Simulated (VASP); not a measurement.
# AlFe (Pm-3m) in VASP: notebook, part 2 of 2

VASP 6.6.1.

## Step 3: Single point, r2SCAN+D3(BJ), collinear spin, typed start

This run uses another cell than the first one, of 11.83 Å³/atom, 0.923 times its volume.

Input file POSCAR:

```
AlFe
1.0
    2.8706708545      0.0000000000      0.0000000000
    0.0000000000      2.8706708545      0.0000000000
    0.0000000000      0.0000000000      2.8706708545
Al Fe
1 1
Direct
    0.0000000000      0.0000000000      0.0000000000
    0.5000000000      0.5000000000      0.5000000000
```

Input file INCAR.step1:

```
SYSTEM = AlFe
PREC = Accurate
ENCUT = 520
ISMEAR = 1
SIGMA = 0.3
LREAL = .False.
LASPH = .True.
NELM = 150
ISPIN = 2
MAGMOM = 0 3.5
LMAXMIX = 4
NBANDS = 16
GGA = PE
ALGO = Normal
EDIFF = 1E-4
LWAVE = .True.
LCHARG = .False.
```

Input file INCAR.step2:

```
SYSTEM = AlFe
PREC = Accurate
ENCUT = 520
EDIFF = 1E-6
ISMEAR = 1
SIGMA = 0.3
LREAL = .False.
LASPH = .True.
NELM = 150
ALGO = Normal
ISIF = 2
LWAVE = .False.
LCHARG = .True.
ISPIN = 2
MAGMOM = 0 3.5
LORBIT = 11
LMAXMIX = 4
METAGGA = R2SCAN
LMIXTAU = .True.
IVDW = 12
VDW_S6 = 1.0
VDW_S8 = 0.78981345
VDW_A1 = 0.49484001
VDW_A2 = 5.73083694
LELF = .True.
LVHAR = .True.
NBANDS = 16
ISTART = 1
```

Input file KPOINTS:

```
Automatic mesh
0
Gamma
  8 8 8
  0 0 0
```

Potentials or basis: VASP PAW PBE potentials, release 64 (Al, Fe).

On the command line:

```console
> cat potpaw_PBE.64/Al/POTCAR potpaw_PBE.64/Fe/POTCAR > POTCAR
> cp INCAR.step1 INCAR
> mpirun -np 1 vasp_std > vasp.out
> cp INCAR.step2 INCAR
> mpirun -np 1 vasp_std > vasp.out
```

OUTCAR:

```text
SYSTEM = AlFe
   PREC = Accurate
   ENCUT = 520
   EDIFF = 1E-6
   ISMEAR = 1
   LREAL = .False.
   LASPH = .True.
   NELM = 150
   ISIF = 2
   ISPIN = 2
   LORBIT = 11
   METAGGA = R2SCAN
   IVDW = 12
   ISTART = 1
 IVDW          = 12

 ion  position               nearest neighbor table
   1  0.000  0.000  0.000-   2 2.49   2 2.49   2 2.49   2 2.49   2 2.49   2 2.49   2 2.49   2 2.49

   2  0.500  0.500  0.500-   1 2.49   1 2.49   1 2.49   1 2.49   1 2.49   1 2.49   1 2.49   1 2.49

  LATTYP: Found a simple cubic cell.
 ALAT       =     2.8706708545

  Lattice vectors:

 A1 = (   2.8706708545,   0.0000000000,   0.0000000000)
 A2 = (   0.0000000000,   2.8706708545,   0.0000000000)
 A3 = (   0.0000000000,   0.0000000000,   2.8706708545)

Analysis of symmetry for initial positions (statically):
=====================================================================
 Subroutine PRICEL returns:
 Original cell was already a primitive cell.

 Routine SETGRP: Setting up the symmetry group for a
 simple cubic supercell.

 Subroutine GETGRP returns: Found 48 space group operations
 (whereof 48 operations were pure point group operations)
 out of a pool of 48 trial point group operations.

The static configuration has the point symmetry O_h .

Analysis of symmetry for dynamics (positions and initial velocities):
=====================================================================
 Subroutine PRICEL returns:
 Original cell was already a primitive cell.

 Routine SETGRP: Setting up the symmetry group for a
 simple cubic supercell.

 Subroutine GETGRP returns: Found 48 space group operations
 (whereof 48 operations were pure point group operations)
 out of a pool of 48 trial point group operations.

The dynamic configuration has the point symmetry O_h .

Analysis of structural, dynamic, and magnetic symmetry:
=====================================================================
 Subroutine PRICEL returns:
 Original cell was already a primitive cell.

 Routine SETGRP: Setting up the symmetry group for a
[... 153 lines left out ...]

  energy without entropy =      -21.35006393  energy(sigma->0) =      -21.35309605

 E-fermi :   8.0592     XC(G=0): -13.1195

 val. band max:        8.0373646038   @ k =   0.3750   0.3750   0.2500
 cond. band min:       8.0890974339   @ k =   0.1250   0.1250   0.0000
 fundamental gap:      0.0517328302
 Fermi energy:         8.0591563194

 spin component 1

 k-point     1 :       0.0000    0.0000    0.0000
  band No.  band energies     occupation
      1      -3.0034      1.00000
      2       5.2848      1.00000
      3       5.2848      1.00000
      4       7.2272      1.00031
      5       7.2272      1.00031
      6       7.2272      1.00031
[... 435 lines left out ...]
      5       6.9604      1.00000
      6       7.1517      1.00008
[... 8 lines left out ...]
     15      29.3236      0.00000
     16      30.7849      0.00000

 [... further k-points ...]

 spin component 2

 k-point     1 :       0.0000    0.0000    0.0000
  band No.  band energies     occupation
      1      -3.1426      1.00000
      2       5.8466      1.00000
      3       5.8466      1.00000
      4       8.5287     -0.02469
      5       8.5287     -0.02469
      6       8.5287     -0.02469
[... 435 lines left out ...]
      5       7.9194      0.85080
      6       8.0323      0.57537
[... 8 lines left out ...]
     15      29.5072      0.00000
     16      30.8208      0.00000

 [... further k-points ...]

------------------------ aborting loop because EDIFF is reached ----------------------------------------

 Edisp (eV)   -0.37860

 E8    (eV) :    -0.1336

  FORCE on cell =-STRESS in cart. coord.  units (eV):
  Direction    XX          YY          ZZ          XY          YZ          ZX
  --------------------------------------------------------------------------------------
  -------------------------------------------------------------------------------------
  Total      -0.99445    -0.99445    -0.99445     0.00000     0.00000    -0.00000
  in kB     -67.35083   -67.35083   -67.35083     0.00000     0.00000    -0.00000
  external pressure =      -67.35 kB  Pullay stress =        0.00 kB

 VOLUME and BASIS-vectors are now :
 -----------------------------------------------------------------------------
  energy-cutoff  :      520.00
  volume of cell :       23.66
      direct lattice vectors                 reciprocal lattice vectors
     2.870670855  0.000000000  0.000000000     0.348350630  0.000000000  0.000000000
     0.000000000  2.870670855  0.000000000     0.000000000  0.348350630  0.000000000
     0.000000000  0.000000000  2.870670855     0.000000000  0.000000000  0.348350630

 POSITION                                       TOTAL-FORCE (eV/Angst)
 -----------------------------------------------------------------------------------
      0.00000      0.00000      0.00000         0.000000      0.000000      0.000000
      1.43534      1.43534      1.43534         0.000000      0.000000      0.000000
 -----------------------------------------------------------------------------------
    total drift:                                0.000000     -0.000000     -0.000000

  FREE ENERGIE OF THE ION-ELECTRON SYSTEM (eV)
  ---------------------------------------------------
  free  energy   TOTEN  =       -21.7332094751 eV

  energy  without entropy=      -21.7286612891  energy(sigma->0) =      -21.73169341

 total charge

# of ion       s       p       d       tot
------------------------------------------
    1        0.398   0.452   0.000   0.850
    2        0.441   0.531   6.464   7.437
--------------------------------------------------
tot          0.839   0.983   6.464   8.287

 magnetization (x)

# of ion       s       p       d       tot
------------------------------------------
    1       -0.013  -0.030   0.000  -0.042
    2        0.004   0.009   0.853   0.865
--------------------------------------------------
tot         -0.009  -0.021   0.853   0.823
```

OUTCAR.step1:

```text
SYSTEM = AlFe
   PREC = Accurate
   ENCUT = 520
   ISMEAR = 1
   LREAL = .False.
   LASPH = .True.
[... 1157 lines left out ...]
      0.00000      0.00000      0.00000         0.000000      0.000000      0.000000
      1.43534      1.43534      1.43534         0.000000      0.000000      0.000000
 -----------------------------------------------------------------------------------
    total drift:                                0.000000     -0.000000     -0.000000

  FREE ENERGIE OF THE ION-ELECTRON SYSTEM (eV)
  ---------------------------------------------------
  free  energy   TOTEN  =       -12.6441208956 eV

  energy  without entropy=      -12.6430091250  energy(sigma->0) =      -12.64375031
```

OSZICAR.step1:

```text
N       E                     dE             d eps       ncg     rms          rms(c)
DAV:   1     0.311837924780E+02    0.31184E+02   -0.43737E+03  2280   0.686E+02
DAV:   2    -0.124270050522E+02   -0.43611E+02   -0.38650E+02  2672   0.140E+02
DAV:   3    -0.138751599377E+02   -0.14482E+01   -0.14306E+01  2712   0.270E+01
DAV:   4    -0.138954570837E+02   -0.20297E-01   -0.20292E-01  2840   0.291E+00
DAV:   5    -0.138961318386E+02   -0.67475E-03   -0.67474E-03  2760   0.585E-01    0.146E+01
DAV:   6    -0.152213733330E+02   -0.13252E+01   -0.35247E+01  2584   0.679E+01    0.158E+01
DAV:   7    -0.126539032491E+02    0.25675E+01   -0.20138E+01  2624   0.433E+01    0.391E+00
DAV:   8    -0.126564576264E+02   -0.25544E-02   -0.23264E-01  2904   0.367E+00    0.175E+00
DAV:   9    -0.126483572856E+02    0.81003E-02   -0.15875E-02  2952   0.109E+00    0.120E+00
DAV:  10    -0.126441155653E+02    0.42417E-02   -0.17612E-03  2536   0.328E-01    0.344E-01
DAV:  11    -0.126441208956E+02   -0.53303E-05   -0.91681E-04  2880   0.300E-01
   1 F= -.12644121E+02 E0= -.12643750E+02  d E =-.111177E-02  mag=     0.7625
```

Wall time 41 s (1 thread of Intel Xeon Platinum 8559C (Emerald Rapids), shared host); peak memory 0.17 GiB.

Results:

```yaml
Free_energy: -21.7332 eV
Pressure: -6.7 GPa
Band_gap_on_the_k_mesh: none (metal or under the smearing width)
Net_moment: 0.77 μB per cell
Site_moments: Al -0.04; Fe +0.86 μB
Valence_electrons_inside_the_program's_atomic_spheres: Al 0.85; Fe 7.44
Dispersion_energy_per_atom: -0.189 eV
```

Caveat: the PAW data sets were made with another functional, which shifts forces and pressure a little; pairwise dispersion overbinds metals, which lowers pressure and volume.

## Step 4: Single point, r2SCAN+D3(BJ), collinear spin, typed start

This run uses another cell than the first one, of 13.31 Å³/atom, 1.038 times its volume.

Input file POSCAR:

```
AlFe
1.0
    2.9856180029      0.0000000000      0.0000000000
    0.0000000000      2.9856180029      0.0000000000
    0.0000000000      0.0000000000      2.9856180029
Al Fe
1 1
Direct
    0.0000000000      0.0000000000      0.0000000000
    0.5000000000      0.5000000000      0.5000000000
```

Input file INCAR.step1:

```
SYSTEM = AlFe
PREC = Accurate ; ENCUT = 520
ISMEAR = 1 ; SIGMA = 0.3
LREAL = .False. ; LASPH = .True.
NELM = 150 ; ISPIN = 2
MAGMOM = 0 3.5 ; LMAXMIX = 4
NBANDS = 16 ; GGA = PE
ALGO = Normal ; EDIFF = 1E-4
LWAVE = .True. ; LCHARG = .False.
```

Input file INCAR.step2:

```
SYSTEM = AlFe
PREC = Accurate ; ENCUT = 520
EDIFF = 1E-6 ; ISMEAR = 1
SIGMA = 0.3 ; LREAL = .False.
LASPH = .True. ; NELM = 150
ALGO = Normal ; ISIF = 2
LWAVE = .False. ; LCHARG = .False.
ISPIN = 2 ; MAGMOM = 0 3.5
LORBIT = 11 ; LMAXMIX = 4
METAGGA = R2SCAN ; LMIXTAU = .True.
IVDW = 12 ; VDW_S6 = 1.0
VDW_S8 = 0.78981345 ; VDW_A1 = 0.49484001
VDW_A2 = 5.73083694 ; NBANDS = 16
ISTART = 1
```

KPOINTS is that of step 3.

On the command line:

```console
> cat potpaw_PBE.64/Al/POTCAR potpaw_PBE.64/Fe/POTCAR > POTCAR
> cp INCAR.step1 INCAR
> mpirun -np 1 vasp_std > vasp.out
> cp INCAR.step2 INCAR
> mpirun -np 1 vasp_std > vasp.out
```

It took 2.4 min on 1 thread of Intel Xeon Platinum 8559C (Emerald Rapids), shared host; peak memory 0.17 GiB.

It converged, with:

| Quantity | Value |
| --- | --- |
| Free energy | -21.4524 eV |
| Pressure | -21.4 GPa |
| Band gap on the k mesh | none (metal or under the smearing width) |
| Net moment | 0.87 μB per cell |
| Site moments | Al -0.05; Fe +1.03 μB |
| Valence electrons inside the program's atomic spheres | Al 0.78; Fe 7.21 |
| Dispersion energy per atom | -0.168 eV |

Levels at points of the mesh, in eV from the Fermi level:
Spin up:
| k point | band 3 | band 4 | band 5 | band 6 | band 7 | band 8 | band 9 | band 10 |
| --- | --- | --- | --- | --- | --- | --- | --- | --- |
| (0.00, 0.00, 0.00) | -2.58 | -1.07 | -1.07 | -1.07 | 5.91 | 5.91 | 5.91 | 8.81 |
| (0.50, 0.00, 0.00) | -2.05 | -1.85 | -1.85 | -0.97 | 0.34 | 8.68 | 10.61 | 10.61 |
| (0.50, 0.50, 0.00) | -2.35 | -2.35 | -1.65 | -1.65 | -0.06 | 2.57 | 3.05 | 12.28 |
| (0.50, 0.50, 0.50) | -3.82 | -0.02 | -0.02 | 2.66 | 2.66 | 2.66 | 3.76 | 5.03 |
Spin down:
```
           k point  band 2  band 3  band 4  band 5  band 6  band 7  band 8  band 9
(0.00, 0.00, 0.00)   -1.86   -1.86    0.44    0.44    0.44    5.83    5.83    5.83
(0.50, 0.00, 0.00)   -6.15   -1.18   -0.55   -0.55    0.56    1.35    8.43   10.69
(0.50, 0.50, 0.00)   -2.53   -2.53   -2.11   -0.28   -0.28    1.03    3.21    4.00
(0.50, 0.50, 0.50)   -3.16   -3.16    1.07    1.07    2.67    2.67    2.67    3.52
```

Caveat: so large a pressure means that the cell lies far from this level's equilibrium, or that cutoff or potentials fall short; the potentials were made for another functional, which shifts forces and pressure; pairwise dispersion overbinds metals, which lowers pressure and volume.

## Step 5: The runs side by side

```csv
cell,gap on the mesh (eV),pressure (GPa),moment (μB)
"Pm-3m, 12.81 Å³/atom",none,-18.0,0.81
"Pm-3m, 11.83 Å³/atom",none,-6.7,0.77
"Pm-3m, 13.31 Å³/atom",none,-21.4,0.87
```

Alike in all rows: task single point; level r2SCAN+D3(BJ); potentials or basis VASP PAW PBE potentials, release 64 (Al, Fe); spin collinear, typed start; k mesh 8 × 8 × 8; cutoff (eV) 520; smearing methfessel-paxton 0.3 eV.

Every run on the cell as given and a fine mesh finds a metal.

Caveats: pairwise dispersion overbinds metals, which lowers pressure and volume; so large a pressure means that the cell lies far from this level's equilibrium, or that cutoff or potentials fall short (some runs); the potentials were made for another functional, which shifts forces and pressure (some runs); the PAW data sets were made with another functional, which shifts forces and pressure a little (some runs).

Absolute energies hang on the potentials; compare differences alone.
